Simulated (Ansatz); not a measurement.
Computed with Ansatz, DFT PBE, scalar-relativistic, plane waves, PAW. All cells share a 420 eV cutoff and Γ-centred k meshes spaced at most about 0.3 Å⁻¹ (about 0.25 or finer for metals, 2π included). Spin is collinear in cells that carry moments; the others ran without spin or lost their moments.

All energies are static (0 K, no zero-point motion).

**Question.** Which of these relaxed structures of Ba₂ZrO₃ is the lowest in energy?
A.
(no moments)
```xyz
6
Lattice="5.8056 0.0000 0.0000 -2.9028 5.0278 0.0000 0.0000 0.0000 3.9677" Properties=species:S:1:pos:R:3 pbc="T T T"
Ba    2.9028    1.6759    0.0000
Ba    0.0000    3.3519    0.0000
Zr    0.0000    0.0000    1.9839
O     1.4514    2.5139    1.9839
O     2.9028    0.0000    1.9839
O    -1.4514    2.5139    1.9839
```

B.
(parallel moments up to 1.3 μB, with smaller opposite ones on O)
```xyz
6
Lattice="6.8320 0.0000 0.0000 -3.4160 5.9167 0.0000 0.0000 0.0000 3.4167" Properties=species:S:1:pos:R:3 pbc="T T T"
Ba    3.4160    1.9722    0.0000
Ba    0.0000    3.9445    0.0000
Zr    0.0000    0.0000    0.0000
O    -1.7080    2.9583    1.7083
O     1.7080    2.9583    1.7083
O     3.4160    0.0000    1.7083
```

C.
(no moments)
```xyz
6
Lattice="3.1102 0.0000 0.0000 0.0000 3.1102 0.0000 0.0000 0.0000 9.6717" Properties=species:S:1:pos:R:3 pbc="T T T"
Ba    1.5551    1.5551    3.2051
Ba    1.5551    1.5551    6.4666
Zr    1.5551    1.5551    0.0000
O     0.0000    0.0000    8.3874
O     0.0000    0.0000    1.2843
O     0.0000    0.0000    4.8359
```

**Answer.** C. The next of these, A, lies 0.53 eV/atom higher. Forms: C P4/mmm; A P6/mmm; B P6/mmm. Counting O atoms around Ba and Zr (those within 1.25 times the shortest such distance or 1.15 times the sum of covalent radii; the shortest distance is added where it is long for a bond): C has Ba 8, Zr 8; A has Ba 6, Zr 6 from 2.9 Å; B has Ba 6, Zr 12 from 3.8 Å. All come from invented guesses.

Another magnetic order may lie lower. Cells relaxed within their symmetry can be saddle points. Some types were kept out of the candidates beforehand, so the set may lack a known form.
